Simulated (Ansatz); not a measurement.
## Zr

```
Zr
1.0
    -1.81000    1.81000    1.81000
     1.81000   -1.81000    1.81000
     1.81000    1.81000   -1.81000
Zr
1
Direct
  0.00000 0.00000 0.00000
```

The geometry is COD entry 9008559, unchecked; take it as a test cell.

The calculation used Ansatz 0.2.0, DFT, LDA, all-electron LAPW, scalar-relativistic.

Numerical set-up: a Γ-centred 16×16×16 k mesh, Fermi–Dirac smearing of 0.03 eV, basis error target 0.5 meV/atom, no spin polarisation.

| Item | Value |
| --- | --- |
| Pressure at this cell | -95.3 kbar |
| Band gap | none: bands cross the Fermi level, a metal |
| Density of states at the Fermi level (0.2 eV bin) | 1.80 states/eV per cell |
| Volume per atom | 160.1 bohr³ |
